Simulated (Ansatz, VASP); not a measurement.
# KF: VASP beside Ansatz

```
CELL_PARAMETERS angstrom
2.99824 0.00000 0.00000
0.00000 2.99824 0.00000
0.00000 0.00000 3.38931
ATOMIC_POSITIONS crystal
K 0.00000 0.00000 0.00000
F 0.50000 0.50000 0.50000
```

Change from the starting cell: strain -0.080 along x and y, +0.040 along z, atoms carried along.

Alike in both runs: task single point; functional PBEsol; k mesh 8 × 8 × 8; occupations gaussian, width 0.05 eV; no spin polarisation.

|  | VASP | Ansatz |
| --- | --- | --- |
| version | VASP 6.6.1 | Ansatz 0.2.0 |
| potentials or method | VASP PAW PBE potentials, release 64 (K_sv, F) | scalar-relativistic, plane waves, PAW |
| plane-wave cutoff (eV) | 520 | 420 |
| valence electrons in the cell | 16 | 16 |

```tsv
	VASP	Ansatz	Ansatz less VASP
gap on the k mesh at the Fermi level (eV)	6.69	6.71	+0.021
least direct gap on the mesh (eV)	6.73	6.75	+0.020
pressure (GPa)	2.4	2.2	-0.16
largest component of the traceless stress (GPa)	8.09	8.07	-0.020
```

Caveats: the PAW data sets were made with another functional, which shifts forces and pressure a little (VASP). A k mesh can miss the band edges.
